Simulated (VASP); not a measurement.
**K: single point with TB-mBJ**

Crystal: K.

```xyz
1
Lattice="-2.6976 2.6976 2.6976 2.6976 -2.6976 2.6976 2.6976 2.6976 -2.6976" Properties=species:S:1:pos:R:3 pbc="T T T"
K     0.0000    0.0000    0.0000
```

```
Program                : VASP 6.6.1
Task                   : single point
Functional             : TB-mBJ
Potentials or basis    : VASP PAW PBE potentials, release 64 (K_sv)
Cutoff                 : 520 eV
k mesh                 : 7 × 7 × 7
Occupations            : gaussian, width 0.05 eV
Spin                   : no spin polarisation
Further INCAR settings : ALGO = Normal; EDIFF = 1e-07
```

```yaml
Band_gap_on_the_k_mesh: none (metal or under the smearing width)
```

Levels at points of the mesh, in eV from the Fermi level:
```
           k point  band 1  band 2  band 3  band 4  band 5  band 6  band 7  band 8
(0.00, 0.00, 0.00)  -33.30  -16.76  -16.76  -16.76   -2.01    3.69    3.69    3.69
```

It took 35 s on 1 thread of AMD EPYC 7R43 64-Core Processor (Zen 3), on a shared host, peak memory 0.18 GiB.
